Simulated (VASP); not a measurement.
A run of VASP 6.6.1 is set up as follows.

Contents of INCAR:

```
PREC     = Accurate       # precision mode
ENCUT    = 520            # plane-wave cutoff, eV
EDIFF    = 1E-7           # SCF threshold, eV
ISMEAR   = 0              # smearing method
SIGMA    = 0.05           # smearing width, eV
LREAL    = False          # projectors in reciprocal space
LASPH    = True           # aspherical terms in the spheres
NELM     = 100            # most SCF steps
ALGO     = Fast           # electronic algorithm
ISIF     = 2              # what is computed and relaxed
LWAVE    = False          # write WAVECAR
LCHARG   = True           # write CHGCAR
GGA      = PS             # functional
LELF     = True           # ELF
LVHAR    = True         
NBANDS   = 27             # bands
```

Contents of KPOINTS:

```
Automatic mesh
0
Gamma
  6 6 4
```

File POSCAR:

```
MnO
1.0
    3.3717001900      0.0000000000      0.0000000000
   -1.6858500900      2.9199780200      0.0000000000
    0.0000000000      0.0000000000      5.3854988200
Mn O
2 2
Direct
    0.3333333333      0.6666666667      0.0109600000
    0.6666666667      0.3333333333      0.5109600000
    0.3333333333      0.6666666667      0.3754700000
    0.6666666667      0.3333333333      0.8754700000
```

Potentials or basis: VASP PAW PBE potentials, release 64 (Mn_pv, O).

Command:

```console
$ cat potpaw_PBE.64/Mn_pv/POTCAR potpaw_PBE.64/O/POTCAR > POTCAR
$ mpirun -np 1 vasp_std > vasp.out
```

(1) Estimate the pressure.

(2) What does it give for the band gap on the k mesh?

## Answers

(1) -35.0 GPa.

(2) none (metal or under the smearing width).

Caveat: a pressure of tens of GPa on the cell as given is suspect, and the run, the potentials or the cell itself is likely at fault; the PAW data sets were made with another functional, which shifts forces and pressure a little; the run has no spin polarisation, though such a crystal can be magnetic; semilocal functionals often make such compounds metallic where correlation or magnetic order opens a gap, which also shifts bond lengths.
